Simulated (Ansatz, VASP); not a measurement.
**One calculation of La, two programs**

```xyz
1
Lattice="-2.1236 2.1236 2.1236 2.1236 -2.1236 2.1236 2.1236 2.1236 -2.1236" Properties=species:S:1:pos:R:3 pbc="T T T"
La    0.0000    0.0000    0.0000
```

Alike in both runs: functional r2SCAN; k mesh 11 × 11 × 11; occupations fermi-dirac, width 0.05 eV; collinear spin.

Ansatz relaxed the structure, and its values are those at the end. VASP's run is a single point on that final structure, the one shown.

|  | VASP | Ansatz |
| --- | --- | --- |
| version | VASP 6.6.1 | Ansatz 0.2.0 |
| potentials or method | VASP PAW PBE potentials, release 64 (La) | plane waves (500 eV) with PAW, scalar-relativistic |
| plane-wave cutoff (eV) | 520 | 500 |
| valence electrons in the cell | 11 | 11 |

Ansatz gave:

| Quantity | Value |
| --- | --- |
| pressure (GPa) | 0.0 |
| net moment per atom (μB) | 0.60 |
| size of the moment on the site where the two differ most (μB) | 0.36 |

**Question.** What did VASP give for the same quantities?

**Answer.** Pressure (GPa): 0.0; net moment per atom (μB): 0.59; size of the moment on the site where the two differ most (μB): 0.27.

Site moments also hang on the region over which each program counts them. The functional is the same, so the differences come from potentials, cutoffs and numerics.

Caveats: the PAW data sets were made with another functional, which shifts forces and pressure a little (VASP). Spin-orbit coupling is left out, which matters for the levels of La.
